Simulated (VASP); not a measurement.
# PtS₂: relaxation with set parts of the cell free, by dispersion and free to move

PtS₂, P1 (no. 1), 3 atoms in the cell.

| Dispersion | Free to move | Volume (Å³/atom) | Pressure in a fresh run at the final cell (GPa) | Pressure printed at the end of the relaxation (GPa) | Ionic steps, all stages | Electronic steps, all stages | Time (s) |
|---|---|---|---|---|---|---|---|
| D3(BJ) | atoms | 18.557 | -1.36 | -1.36 | 11 | 79 | 36 |
| D3(BJ) | atoms, shape and volume | 17.377 | 0.02 | 0.04 | 24 | 180 | 63 |
| D3(BJ) | atoms and shape at fixed volume | 18.557 | -1.88 | -1.88 | 18 | 125 | 46 |
| D3(BJ) | atoms and volume | 18.190 | 0.02 | 0.02 | 14 | 120 | 60 |
| D3(BJ) | atoms and the z components of the lattice | 17.370 | 0.39 | 0.41 | 20 | 159 | 70 |
| D3(BJ) | atoms and the x and y components of the lattice | 18.397 | -0.59 | -0.59 | 14 | 111 | 58 |
| D3(BJ) | atoms and the y and z components of the lattice | 17.367 | 0.30 | 0.31 | 25 | 191 | 62 |
| none | atoms | 18.557 | 2.52 | 2.52 | 11 | 80 | 54 |
| none | atoms, shape and volume | 22.081 | 0.03 | -0.01 | 54 | 360 | 209 |
| none | atoms and shape at fixed volume | 18.557 | 2.09 | 2.09 | 18 | 126 | 56 |
| none | shape alone | 18.557 | 8.43 | 8.44 | 11 | 80 | 43 |
| none | shape and volume | 20.078 | 0.03 | 0.02 | 17 | 145 | 71 |
| none | volume alone | 19.704 | 0.00 | 0.00 | 8 | 76 | 33 |
| none | atoms and volume | 19.265 | 0.00 | 0.00 | 18 | 131 | 59 |
| none | atoms and the z components of the lattice | 21.986 | 0.33 | 0.29 | 30 | 240 | 114 |
| none | atoms and the x and y components of the lattice | 18.951 | 0.53 | 0.53 | 14 | 111 | 44 |
| none | atoms and the y and z components of the lattice | 21.980 | 0.27 | 0.23 | 44 | 315 | 159 |

Limits: the start was distorted on purpose (random strain, atoms moved at random), so the space group given is the start's and not the crystal's; rows 8, 9, 10, 11, 12, 13, 14, 15, 16, 17: the crystal is layered and the functional holds no dispersion, so the layer spacing and the volume aren't physical.

## Input of the first row

INCAR.step1:
```
PREC = Accurate
ENCUT = 350
EDIFF = 1E-6
ISMEAR = 0
SIGMA = 0.05
LREAL = False
LASPH = True
NELM = 100
ALGO = Normal
LWAVE = False
LCHARG = False
GGA = PE
IVDW = 12
IBRION = 2
NSW = 60
ISIF = 2
EDIFFG = -0.01
POTIM = 0.5
ISYM = 0
KPAR = 4
```

INCAR.step3, as INCAR.step1 but for:
```
- IBRION = 2
- NSW = 60
- EDIFFG = -0.01
- POTIM = 0.5
+ NSW = 0
```

KPOINTS:
```
k-points
0
Gamma
  6 6 4
```

POSCAR.step1:
```
PtS2
1.0
    3.5554450000     -0.0085310000     -0.0036590000
   -1.7851100000      3.1005480000      0.0175940000
   -0.0052030000      0.0258870000      5.0571700000
Pt S
1 2
Direct
    0.0113920000      0.0007870000     -0.0004590000
    0.6571970000      0.3353800000      0.7736040000
    0.3314110000      0.6638330000      0.2268540000
```

POSCAR.step3:
```
PtS2
1.0
    3.5554450000     -0.0085310000     -0.0036590000
   -1.7851100000      3.1005480000      0.0175940000
   -0.0052030000      0.0258870000      5.0571700000
Pt S
1 2
Direct
    0.9999842922      0.9999847439      0.0000072619
    0.6691702963      0.3381484547      0.7582840424
    0.3308454116      0.6618668014      0.2417076957
```

Commands (each step's output is kept before the next begins):
```
cat potpaw_PBE.64/Pt/POTCAR potpaw_PBE.64/S/POTCAR > POTCAR
cp INCAR.step1 INCAR
cp POSCAR.step1 POSCAR
mpirun -np 4 vasp_std > vasp.out
cp CONTCAR POSCAR
mpirun -np 4 vasp_std > vasp.out
cp CONTCAR POSCAR
cp INCAR.step3 INCAR
cp POSCAR.step3 POSCAR
mpirun -np 4 vasp_std > vasp.out
```

Changes of the last row against the first:
```
(step 1)
- GGA = PE
- IVDW = 12
- NSW = 60
- ISIF = 2
+ NSW = 80
+ ISIF = 3
+ LATTICE_CONSTRAINTS = .FALSE. .TRUE. .TRUE.
(step 2)
- GGA = PE
- IVDW = 12
- NSW = 60
- ISIF = 2
+ NSW = 80
+ ISIF = 3
+ LATTICE_CONSTRAINTS = .FALSE. .TRUE. .TRUE.
(step 3)
- GGA = PE
- IVDW = 12
```

VASP 6.6.1 took 36 s on 4 cores (Intel Xeon 6975P-C (Granite Rapids)), a shared host.
